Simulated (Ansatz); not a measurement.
Relaxation of MoS2

Method: DFT PBEsol, scalar-relativistic, plane waves, PAW (Ansatz). Run with 420 eV cutoff, 12×12×2 k-mesh, Gaussian smearing of 0.02 eV, no spin polarisation.

What was changed: equal strain along all axes, cell held, atoms relaxed: -2.0 %.

Command:

```bash
ansatz run input.yaml --threads 1 --pin off --max-ram 2560MiB --backend cpu --events-out ev --progress --plain --runs-dir out
```

Input:

```yaml
crystal:
  lattice:
    - [3.0802083465, 0.0, 0.0]
    - [-1.5401041733, 2.6675386771, 0.0]
    - [0.0, 0.0, 18.4780747375]
  atoms:
    - { symbol: Mo, position: [0.0, 0.0, 0.0002351042] }
    - { symbol: Mo, position: [0.6666666667, 0.3333333333, 0.3335684375] }
    - { symbol: Mo, position: [0.3333333333, 0.6666666667, 0.6669017709] }
    - { symbol: S, position: [0.3333333333, 0.6666666667, 0.2495261051] }
    - { symbol: S, position: [0.6666666667, 0.3333333333, 0.0842377906] }
    - { symbol: S, position: [0.0, 0.0, 0.5828594385] }
    - { symbol: S, position: [0.3333333333, 0.6666666667, 0.417571124] }
    - { symbol: S, position: [0.6666666667, 0.3333333333, 0.9161927718] }
    - { symbol: S, position: [0.0, 0.0, 0.7509044573] }
basis:
  ecutwfc: 420
kpoints:
  mp_grid: { grid: [12, 12, 2] }
hamiltonian:
  xc: pbesol
scf:
  occupations: { method: gaussian, width: 0.02 }
output:
  forces: true
  stress: true
  eigenvalues: true
relax:
  adjacent_minimum: "off"
  f_tol: 0.008
  max_steps: 40
```

F is the free energy.

Steps:

```
step F − F(1) (eV) largest force component (eV/Å)
   1         0.0000                           0.545
   2        -0.0386                           0.159
   3        -0.0423                           0.001
   4        -0.0423                           0.001
```

Relaxed structure:

```xyz
9
Lattice="3.0802 0.0000 0.0000 -1.5401 2.6675 0.0000 0.0000 0.0000 18.4781" Properties=species:S:1:pos:R:3 pbc="T T T"
Mo    0.0000    0.0000    0.0044
Mo    1.5401    0.8892    6.1638
Mo    0.0000    1.7784   12.3232
S     0.0000    1.7784    4.5845
S     1.5401    0.8892    1.5827
S     0.0000    0.0000   10.7439
S     0.0000    1.7784    7.7420
S     1.5401    0.8892   16.9033
S     0.0000    0.0000   13.9014
```

The structure is trigonal, space group R3m (No. 160). The conventional cell has a = 3.080 Å, b = 3.080 Å, c = 18.478 Å, α = 90.00°, β = 90.00°, γ = 120.00°. Mo (site symmetry 3m) has 6 S at 2.38 Å as nearest neighbours. Around S (site symmetry 3m) lie 3 Mo at 2.38 Å. S (site symmetry 3m) is surrounded by 3 Mo at 2.38 Å.

The run converged. It took 91 s on 1 thread of Arm Neoverse V2 (shared host), peak memory 0.48 GiB.